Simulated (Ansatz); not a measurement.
# Beryllium (omega (AlB2-type)) across density functionals

All rows: Ansatz, plane waves with scalar-relativistic PAW, 420 eV (500 eV for the SCAN forms), relaxed under each functional, no dispersion correction, no zero-point motion. B₀ comes from uniform scaling at fixed shape; a dash is a value not given.

```
functional  V (Å³/atom)                                    cell  B₀ (GPa)     magnetic state  ΔE to hcp (meV/atom)
       PBE         8.07  a = 3.570 Å, c = 2.193 Å (c/a = 0.614)       115  spin not included                   190
    r²SCAN         8.07  a = 3.571 Å, c = 2.193 Å (c/a = 0.614)       117  spin not included                   192
    PBEsol         7.99  a = 3.561 Å, c = 2.183 Å (c/a = 0.613)       117  spin not included                   190
       LDA         7.68  a = 3.519 Å, c = 2.149 Å (c/a = 0.611)       124  spin not included                   196
    revPBE         8.26  a = 3.595 Å, c = 2.213 Å (c/a = 0.616)       111  spin not included                   186
      BLYP         8.11  a = 3.568 Å, c = 2.206 Å (c/a = 0.618)       112  spin not included                   197
```

What does RPBE give?

V (Å³/atom): 8.29; cell: a = 3.599 Å, c = 2.216 Å (c/a = 0.616); B₀ (GPa): 110; magnetic state: spin not included; ΔE to hcp (meV/atom): 186.
